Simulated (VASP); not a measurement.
# Ni (Fm-3m) in VASP: a series of runs

One crystal, Ni, is run at these levels: PBE; tasks: relaxation of cell and atoms.

Program: VASP 6.6.1. These are calculated values, not measurements. Logs are shortened: lines on timing, memory, paths and dates and some standing lists are left out, and cuts for length are marked.

## Step 1: The structure

It takes space group Fm-3m (No. 225, cubic). Conventional cell: a = 3.524 Å, b = 3.524 Å, c = 3.524 Å, α = 90.00°, β = 90.00°, γ = 90.00°. Ni (site symmetry m-3m) is surrounded by 12 Ni at 2.49 Å.

## Step 2: Relaxation of cell and atoms, PBE, collinear spin, ferromagnetic start

Input file INCAR:

```
ALGO = Normal
EDIFF = 1E-7
EDIFFG = -0.002
ENCUT = 520
GGA = PE
IBRION = 2
ISIF = 3
ISMEAR = 0
ISPIN = 2
KPAR = 4
LASPH = T
LCHARG = F
LMAXMIX = 4
LORBIT = 11
LREAL = F
LWAVE = F
MAGMOM = 0.8
NELM = 120
NSW = 80
PREC = Accurate
SIGMA = 0.1
```

Input file KPOINTS:

```
k-points
0
Gamma
  20 20 20
```

Input file POSCAR:

```
Ni
1.0
    0.0000000000      1.7619350000      1.7619350000
    1.7619350000      0.0000000000      1.7619350000
    1.7619350000      1.7619350000      0.0000000000
Ni
1
Direct
    0.0000000000      0.0000000000      0.0000000000
```

Potentials or basis: VASP PAW PBE potentials, release 64 (Ni).

Started as:

```console
$ cat potpaw_PBE.64/Ni/POTCAR > POTCAR
$ mpirun -np 4 vasp_std > vasp.out
```

OUTCAR:

```text
EDIFF = 1E-7
   EDIFFG = -0.002
   ENCUT = 520
   GGA = PE
   IBRION = 2
   ISIF = 3
   ISMEAR = 0
   ISPIN = 2
   LASPH = T
   LORBIT = 11
   LREAL = F
   NELM = 120
   NSW = 80
   PREC = Accurate

 ion  position               nearest neighbor table
   1  0.000  0.000  0.000-

  LATTYP: Found a face centered cubic cell.
 ALAT       =     3.5238700000

  Lattice vectors:

 A1 = (   0.0000000000,   1.7619350000,   1.7619350000)
 A2 = (   1.7619350000,   0.0000000000,   1.7619350000)
 A3 = (   1.7619350000,   1.7619350000,   0.0000000000)

Analysis of symmetry for initial positions (statically):
=====================================================================
 Subroutine PRICEL returns:
 Original cell was already a primitive cell.

 Routine SETGRP: Setting up the symmetry group for a
 face centered cubic supercell.

 Subroutine GETGRP returns: Found 48 space group operations
 (whereof 48 operations were pure point group operations)
 out of a pool of 48 trial point group operations.

The static configuration has the point symmetry O_h .

Analysis of symmetry for dynamics (positions and initial velocities):
=====================================================================
 Subroutine PRICEL returns:
 Original cell was already a primitive cell.

 Routine SETGRP: Setting up the symmetry group for a
 face centered cubic supercell.

 Subroutine GETGRP returns: Found 48 space group operations
 (whereof 48 operations were pure point group operations)
 out of a pool of 48 trial point group operations.

The dynamic configuration has the point symmetry O_h .

Analysis of structural, dynamic, and magnetic symmetry:
=====================================================================
 Subroutine PRICEL returns:
 Original cell was already a primitive cell.

 Routine SETGRP: Setting up the symmetry group for a
 face centered cubic supercell.

 Subroutine GETGRP returns: Found 48 space group operations
 (whereof 48 operations were pure point group operations)
 out of a pool of 48 trial point group operations.

The overall configuration has the point symmetry O_h .

 Subroutine INISYM returns: Found 48 space group operations
 (whereof 48 operations are pure point group operations),
 and found     1 'primitive' translations

----------------------------------------------------------------------------------------

                                     Primitive cell

  volume of cell :      10.9396

  direct lattice vectors                    reciprocal lattice vectors
     0.000000000  1.761935000  1.761935000    -0.283778914  0.283778914  0.283778914
     1.761935000  0.000000000  1.761935000     0.283778914 -0.283778914  0.283778914
     1.761935000  1.761935000  0.000000000     0.283778914  0.283778914 -0.283778914

  length of vectors
     2.491752373  2.491752373  2.491752373     0.491519496  0.491519496  0.491519496

  position of ions in fractional coordinates (direct lattice)
     0.000000000  0.000000000  0.000000000

  ion indices of the primitive-cell ions
   primitive index   ion index
                 1           1

----------------------------------------------------------------------------------------

 KPOINTS: k-points

Automatic generation of k-mesh.
 Grid dimensions read from file:
 generate k-points for:   20   20   20

 Generating k-lattice:

  Cartesian coordinates                     Fractional coordinates (reciprocal lattice)
    -0.014188946  0.014188946  0.014188946     0.050000000  0.000000000  0.000000000
     0.014188946 -0.014188946  0.014188946     0.000000000  0.050000000  0.000000000
     0.014188946  0.014188946 -0.014188946     0.000000000  0.000000000  0.050000000

  Length of vectors
     0.024575975  0.024575975  0.024575975

  Shift w.r.t. Gamma in fractional coordinates (k-lattice)
     0.000000000  0.000000000  0.000000000

 Subroutine IBZKPT returns following result:
 ===========================================

 Found    256 irreducible k-points:

 Following reciprocal coordinates:
            Coordinates               Weight
  0.000000  0.000000  0.000000      1.000000
  0.050000  0.000000  0.000000      8.000000
  0.100000  0.000000  0.000000      8.000000
  0.150000  0.000000  0.000000      8.000000
  0.200000  0.000000  0.000000      8.000000
  0.250000  0.000000  0.000000      8.000000
[... 16 lines left out ...]
 -0.400000  0.050000  0.000000     24.000000
 -0.350000  0.050000  0.000000     24.000000
 [... further k-points ...]
   k-points           NKPTS =    256   k-points in BZ     NKDIM =    256   number of bands    NBANDS=      9
   number of dos      NEDOS =    301   number of ions     NIONS =      1
   total plane-waves  NPLWV =   8000
   dimension x,y,z NGX =    20 NGY =   20 NGZ =   20
   dimension x,y,z NGXF=    40 NGYF=   40 NGZF=   40
   ions per type =               1
   NGX,Y,Z   is equivalent  to a cutoff of  13.34, 13.34, 13.34 a.u.
   NGXF,Y,Z  is equivalent  to a cutoff of  26.69, 26.69, 26.69 a.u.
 SYSTEM =  unknown system
   PREC   = accura    normal or accurate (medium, high low for compatibility)
   ISTART =      0    job   : 0-new  1-cont  2-samecut
   ICHARG =      2    charge: 1-file 2-atom 10-const
   ISPIN  =      2    spin polarized calculation?
   LNONCOLLINEAR =      F non collinear calculations
   LSORBIT =      F    spin-orbit coupling
   LASPH  =      T    aspherical Exc in radial PAW
   ENCUT  =  520.0 eV  38.22 Ry    6.18 a.u.   4.63  4.63  4.63*2*pi/ulx,y,z
   NELM   =    120;   NELMIN=  2; NELMDL= -5     # of ELM steps
   EDIFF  = 0.1E-06   stopping-criterion for ELM
   LREAL  =      F    real-space projection
   EDIFFG = -.2E-02   stopping-criterion for IOM
   NSW    =     80    number of steps for IOM
   IBRION =      2    ionic relax: 0-MD 1-quasi-New 2-CG
   NFREE  =      1    steps in history (QN), initial steepest desc. (CG)
   ISIF   =      3    stress and relaxation
   ISYM   =      2    0-nonsym 1-usesym 2-fastsym
   POTIM  = 0.5000    time-step for ionic-motion
   TEBEG  =    0.0;   TEEND  =   0.0 temperature during run
   PSTRESS=    0.0 pullay stress
   NELECT =      10.0000    total number of electrons
   NUPDOWN=      -1.0000    fix difference up-down
   EMIN   =  10.00;   EMAX   =-10.00  energy-range for DOS
   EFERMI =   0.00;   METHOD = LEGACY
   ISMEAR =     0;   SIGMA  =   0.10  broadening in eV -4-tet -1-fermi 0-gaus
   EFERMI_NEDOS =   21; number of points for ismear=-14 and -15
   IALGO  =     38    algorithm
   IMIX   =      4    mixing-type and parameters
     AMIX     =   0.40;   BMIX     =  1.00
     AMIX_MAG =   1.60;   BMIX_MAG =  1.00
  volume/ion in A,a.u.               =      10.94        73.82
  Fermi-wavevector in a.u.,A,eV,Ry     =   1.588821  3.002436 34.345893  2.524352
  Thomas-Fermi vector in A             =   2.687765
   LORBIT       =     11    0 simple, 1 ext, 2 COOP (PROOUT), +10 PAW based schemes
   GGA     = PE    functional components
   LHFCALC =     F    Hartree Fock is set to
   AEXX    =    0.0000 exact exchange contribution
   IVDW    =     0    specifies the selected vdW correction
   LEPSILON=     F    determine dielectric tensor
   LRPA    =     F    only Hartree local field effects (RPA)
 conjugate gradient relaxation of ions
 spin polarized calculation
 Gauss-broadening in eV      SIGMA  =   0.10
  energy-cutoff  :      520.00
  volume of cell :       10.94
 maximum number of plane-waves:       306
   NGX =  9   NGY =  9   NGZ =  9

--------------------------------------- Ionic step        1  -------------------------------------------

 number of electron      10.0000010 magnetization       0.6288794

 Free energy of the ion-electron system (eV)
  ---------------------------------------------------
  ext. energy  EPLUGINS =         0.00000000
  ---------------------------------------------------
  free energy    TOTEN  =        -5.47497974 eV

  energy without entropy =       -5.46615983  energy(sigma->0) =       -5.47056978

------------------------ aborting loop because EDIFF is reached ----------------------------------------

  FORCE on cell =-STRESS in cart. coord.  units (eV):
  Direction    XX          YY          ZZ          XY          YZ          ZX
  --------------------------------------------------------------------------------------
  -------------------------------------------------------------------------------------
  Total       -0.0655695     -0.0655695     -0.0655695     -0.0000000     -0.0000000     -0.0000000
  in kB       -9.6031321     -9.6031321     -9.6031321     -0.0000000     -0.0000000     -0.0000000
  external PRESSURE =      -9.6031321 kB  Pullay stress =       0.0000000 kB
[... 55 lines left out ...]
  energy  without entropy=       -5.4662718165  energy(sigma->0) =       -5.47063350

--------------------------------------- Ionic step        3  -------------------------------------------

 number of electron      10.0000009 magnetization       0.6283447

 Free energy of the ion-electron system (eV)
  ---------------------------------------------------
  ext. energy  EPLUGINS =         0.00000000
  ---------------------------------------------------
  free energy    TOTEN  =        -5.47513814 eV

  energy without entropy =       -5.46636784  energy(sigma->0) =       -5.47075299

 E-fermi :   9.3696     XC(G=0): -13.2522

 val. band max:        9.3689997958   @ k =  -0.4500   0.5000   0.0500
 cond. band min:       9.3697032461   @ k =   0.4000   0.0000   0.0000
 fundamental gap:      0.0007034502
 Fermi energy:         9.3696175879

 spin component 1

 k-point     1 :       0.0000    0.0000    0.0000
  band No.  band energies     occupation
      1       0.3624      1.00000
      2       6.9312      1.00000
      3       6.9312      1.00000
      4       6.9312      1.00000
      5       8.1092      1.00000
      6       8.1092      1.00000
      7      33.0880      0.00000
      8      36.9435      0.00000
      9      36.9435      0.00000
[... 265 lines left out ...]
 k-point    24 :      -0.3500    0.0500    0.0000
  band No.  band energies     occupation
      1       4.1885      1.00000
      2       7.0191      1.00000
      3       7.0739      1.00000
      4       7.1949      1.00000
      5       8.4386      1.00000
      6       8.7881      1.00000
      7      18.5040      0.00000
      8      31.0469      0.00000
      9      33.4119      0.00000

 [... further k-points ...]

 spin component 2

 k-point     1 :       0.0000    0.0000    0.0000
  band No.  band energies     occupation
      1       0.3265      1.00000
      2       7.6888      1.00000
      3       7.6888      1.00000
      4       7.6888      1.00000
      5       8.6956      1.00000
      6       8.6956      1.00000
      7      32.9233      0.00000
      8      36.9235      0.00000
      9      36.9235      0.00000
[... 304 lines left out ...]
  FREE ENERGIE OF THE ION-ELECTRON SYSTEM (eV)
  ---------------------------------------------------
  free  energy   TOTEN  =        -5.4751381410 eV

  energy  without entropy=       -5.4663678364  energy(sigma->0) =       -5.47075299

 reached required accuracy - stopping structural energy minimisation

 total charge

# of ion       s       p       d       tot
------------------------------------------
    1        0.497   0.497   8.314   9.309

 magnetization (x)

# of ion       s       p       d       tot
------------------------------------------
    1       -0.007  -0.025   0.672   0.640
```

Run time: 18 s. Hardware: 4 MPI ranks of Intel Xeon 6975P-C (Granite Rapids), shared host; peak memory 0.15 GiB.

What came out:

| Item | Value |
| --- | --- |
| Free energy | -5.4751 eV |
| Relaxed volume | 10.89 Å³/atom |
| Relaxed cell | a = 2.488 Å, b = 2.488 Å, c = 2.488 Å, α = 60.00°, β = 60.00°, γ = 60.00° |
| Space group after relaxing (to 0.05 Å) | Fm-3m (No. 225) |
| Energy gained by relaxing | 0.2 meV/atom |
| Ionic steps | 3 |
| Pressure after relaxing | 0.0 GPa |
| Band gap on the k mesh | none (metal or under the smearing width) |
| Net moment | 0.63 μB per cell |
| Site moments | Ni +0.64 μB |
| Valence electrons inside the program's atomic spheres | Ni 9.31 |

Step by step:
```tsv
step	energy change (eV)	largest force (eV/Å)	pressure (GPa)	volume (Å³)
1	0.0000	0.0000	-0.96	10.94
2	0.0000	0.0000	0.93	10.84
3	-0.0002	0.0000	0.01	10.89
```

Final structure:
```
Ni
1.0
     0.00000    1.75907    1.75907
     1.75907    0.00000    1.75907
     1.75907    1.75907    0.00000
Ni
1
Direct
  0.00000 0.00000 0.00000
```

## Step 3: Relaxation of cell and atoms, PBE, collinear spin, ferromagnetic start

This run uses another cell than the first one, of 10.89 Å³/atom, 0.995 times its volume.

INCAR is that of step 2.

KPOINTS is that of step 2.

Input file POSCAR:

```
Ni                                      
1.0
   -0.0000000000      1.7590701530      1.7590701530
    1.7590701530     -0.0000000000      1.7590701530
    1.7590701530      1.7590701530     -0.0000000000
  Ni            
     1
Direct
     0.0000000000000000    0.0000000000000000    0.0000000000000000
```

Potentials or basis: VASP PAW PBE potentials, release 64 (Ni).

Started as:

```console
$ cat potpaw_PBE.64/Ni/POTCAR > POTCAR
$ mpirun -np 4 vasp_std > vasp.out
```

Run time: 7.8 s. Hardware: 4 MPI ranks of Intel Xeon 6975P-C (Granite Rapids), shared host; peak memory 0.15 GiB.

The run converged. Its results:

```
Free energy                                           : -5.4751 eV
Pressure after relaxing                               : 0.0 GPa
Band gap on the k mesh                                : none (metal or under the smearing width)
Net moment                                            : 0.63 μB per cell
Site moments                                          : Ni +0.64 μB
Valence electrons inside the program's atomic spheres : Ni 9.31
```

Final structure:
```cif
data_structure
_symmetry_space_group_name_H-M 'P 1'
_symmetry_Int_Tables_number 1
_cell_length_a 2.4877
_cell_length_b 2.4877
_cell_length_c 2.4877
_cell_angle_alpha 60.000
_cell_angle_beta 60.000
_cell_angle_gamma 60.000
_cell_volume 10.89
loop_
_atom_site_label
_atom_site_type_symbol
_atom_site_fract_x
_atom_site_fract_y
_atom_site_fract_z
_atom_site_occupancy
Ni1 Ni 0.00000 0.00000 0.00000 1
```

Levels at points of the mesh, in eV from the Fermi level:
Spin up:
```tsv
k point	band 1	band 2	band 3	band 4	band 5	band 6	band 7	band 8	band 9
(0.00, 0.00, 0.00)	-9.01	-2.44	-2.44	-2.44	-1.26	-1.26	23.72	27.57	27.57
(0.50, 0.00, 0.00)	-4.84	-2.42	-2.42	-0.61	-0.61	-0.29	5.65	22.21	24.66
(0.50, 0.50, 0.00)	-4.65	-4.20	-0.55	-0.48	-0.48	2.45	9.21	14.82	14.82
```
Spin down:
| k point | band 3 | band 4 | band 5 | band 6 | band 7 | band 8 |
| --- | --- | --- | --- | --- | --- | --- |
| (0.00, 0.00, 0.00) | -1.68 | -1.68 | -0.67 | -0.67 | 23.55 | 27.55 |
| (0.50, 0.00, 0.00) | -1.80 | -0.36 | 0.15 | 0.15 | 6.08 | 22.06 |
| (0.50, 0.50, 0.00) | 0.06 | 0.39 | 0.39 | 2.40 | 9.45 | 14.83 |

Caveat: the relaxation stopped at its first step, so nothing moved.
